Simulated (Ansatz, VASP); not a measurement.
**Two plane-wave programs on AlN**

```
Al N
1.0
     0.00000   -2.20157   -2.20157
    -2.20157    0.00000   -2.20157
     2.20157    2.20157   -4.40314
Al N
2 2
Cartesian
  0.0000 0.0000 0.0000
  0.0000 0.0000 -4.4031
  1.1008 1.1008 -5.5039
  -1.1008 -1.1008 -5.5039
```

Alike in both runs: task single point; functional PBE; k mesh 6 × 6 × 6; occupations gaussian, width 0.05 eV; no spin polarisation.

|  | VASP | Ansatz |
| --- | --- | --- |
| version | VASP 6.6.1 | Ansatz 0.2.0 |
| potentials or method | VASP PAW PBE potentials, release 64 (Al, N) | scalar-relativistic, plane waves, PAW |
| plane-wave cutoff (eV) | 520 | 520 |
| valence electrons in the cell | 16 | 16 |

|  | VASP | Ansatz | Ansatz less VASP |
| --- | --- | --- | --- |
| gap on the k mesh at the Fermi level (eV) | 3.30 | 3.31 | +0.007 |
| least direct gap on the mesh (eV) | 3.78 | 3.79 | +0.005 |
| pressure (GPa) | -0.3 | 0.0 | +0.25 |

A k mesh can miss the band edges.
